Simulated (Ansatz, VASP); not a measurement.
# SrTiO3: VASP beside Ansatz

```
Sr Ti O
1.0
     3.91820    0.00000    0.00000
     0.00000    3.91820    0.00000
     0.00000    0.00000    3.91820
Sr Ti O
1 1 3
Direct
  0.50000 0.50000 0.50000
  0.00000 0.00000 0.00000
  0.50000 0.00000 0.00000
  0.00000 0.50000 0.00000
  0.00000 0.00000 0.50000
```

Alike in both runs: task relaxation of cell and atoms; functional PBE; k mesh 8 × 8 × 8; occupations gaussian, width 0.02 eV; no spin polarisation.

|  | VASP | Ansatz |
| --- | --- | --- |
| version | VASP 6.6.1 | Ansatz 0.2.0 |
| potentials or method | VASP PAW PBE potentials, release 64 (Sr_sv, Ti_sv, O) | scalar-relativistic, plane waves, PAW |
| plane-wave cutoff (eV) | 600 | 420 |
| valence electrons in the cell | 40 | 40 |

|  | VASP | Ansatz | Ansatz less VASP |
| --- | --- | --- | --- |
| gap on the k mesh at the Fermi level, each at its own relaxed structure (eV) | 1.81 | 1.84 | +0.035 |
| relaxed volume (Å³/atom) | 12.23 | 12.20 | -0.034 |
| relaxed cell length with the largest relative difference (Å) | 3.940 | 3.936 | -0.0036 |
| energy change over the relaxation (meV/atom) | -2 | -1 | +0.5 |

A k mesh can miss the band edges. As with any semilocal functional, this PBE gap is likely too small. PBE usually gives volumes a little too large and moduli too small.
